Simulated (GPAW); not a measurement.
# Converging the plane-wave cutoff: InN (P3m1, 4 atoms in the cell)

```yaml
crystal:
  lattice:
    - [1.76115, -3.05040, 0.00000]
    - [1.76115, 3.05040, 0.00000]
    - [0.00000, 0.00000, 5.67150]
  atoms:
    - { symbol: In, position: [0.66667, 0.33333, 0.50882] }
    - { symbol: In, position: [0.33333, 0.66667, 0.00000] }
    - { symbol: N, position: [0.66667, 0.33333, 0.87900] }
    - { symbol: N, position: [0.33333, 0.66667, 0.37900] }
```

Level of theory: PBE, GPAW PAW datasets PBE (gpaw-data 1.0.1) (plane waves; GPAW).

Base settings: mode = pw; ecut = 900 eV; xc = PBE; kpts = 3 3 2; mesh shift (steps) = 0 0 0; occupations.name = fermi-dirac; occupations.width = 0.05 eV; nbands = -4; convergence.forces = 0.001 eV/Å; convergence.bands = -2.

Moved along: nbands, convergence.bands.

The second cell is the first with its lattice scaled by 0.98.

The mesh stays at the base's, so the ladder's end is converged at best in this setting alone.

Only quantities that move along the ladder and can be compared are tabulated.

The count of work is k-points × plane waves × bands × iterations; it is no time. Core times come from one kind of shared machine, to one figure; runs under 30 s give none.

The starting cell has typed, rounded lattice constants, without a prior relaxation at this level. Its lattice was rescaled by up to half a per cent. One atom was moved a little off its site on purpose. The run gives no clean gap (levels at the Fermi energy touch, overlap or are partly filled at this smearing), which alone does not show that the compound is a metal. Without a gap this mesh is coarse (it stands for a supercell whose shortest vector is 11 Å).

| ecut | free energy less the last step's (meV/atom) | energy of the compressed cell less the first (meV/atom) | pressure (GPa) | largest difference of a force vector from the last step's (eV/Å) | count of work / last | core time / last (rough) |
|---|---|---|---|---|---|---|
| 315 eV | 2432.86 | 145.49 | -40.25 | 0.091 | 0.049 | – |
| 360 eV | 1536.55 | 71.56 | -31.31 | 0.044 | 0.058 | – |
| 405 eV | 934.58 | 88.47 | -21.18 | 0.060 | 0.069 | – |
| 450 eV | 563.69 | 80.09 | -12.47 | 0.021 | 0.084 | – |
| 495 eV | 321.66 | 73.76 | -5.45 | 0.011 | 0.097 | – |
| 540 eV | 183.38 | 73.16 | -0.71 | 0.007 | 0.12 | – |
| 630 eV | 59.42 | 71.50 | 4.34 | 0.003 | 0.14 | – |
| 720 eV | 18.17 | 70.31 | 6.46 | 0.003 | 0.17 | – |
| 810 eV | 5.90 | 70.83 | 7.26 | 0.003 | 0.20 | – |
| 900 eV | 2.50 | 70.79 | 7.53 | 0.003 | 0.23 | – |
| 990 eV | 1.60 | 70.76 | 7.60 | 0.002 | 0.29 | 0.3 |
| 1080 eV | 1.20 | 70.77 | 7.62 | 0.003 | 0.31 | 0.3 |
| 1215 eV | 0.74 | 70.79 | 7.62 | 0.001 | 0.42 | 0.4 |
| 1350 eV | 0.39 | 70.78 | 7.63 | 0.003 | 0.43 | 0.3 |
| 1575 eV | 0.10 | 70.79 | 7.65 | 0.007 | 0.49 | 0.5 |
| 1800 eV | 0.02 | 70.78 | 7.66 | 0.007 | 0.60 | 0.5 |
| 2160 eV | 0.00 | 70.78 | 7.64 | 0.000 | 1.0 | 1 |

Coarsest ecut that holds the energy of the compressed cell less the first within 0.2 meV/atom of the last step, with all finer ones: 810 eV, at 0.20 of the last step's count of work; the step before is off by 0.47 meV/atom.

Coarsest ecut that holds the forces within 0.01 eV/Å: not settled: the last two steps still differ by 0.007 eV/Å, over half the tolerance, so the ladder does not show it.

Coarsest ecut that holds the pressure within 1 GPa of the last step, with all finer ones: 810 eV, at 0.20 of the last step's count of work; the step before is off by 1.2 GPa.

The energy difference between the two cells stays within 1 meV/atom of the last step's from 630 eV on, the total only from 1215 eV on: much of the error is common to both cells and cancels.

At the lowest cutoff the pressure lies 47.9 GPa under the last step's, the usual sign of Pulay stress in an incomplete plane-wave basis.
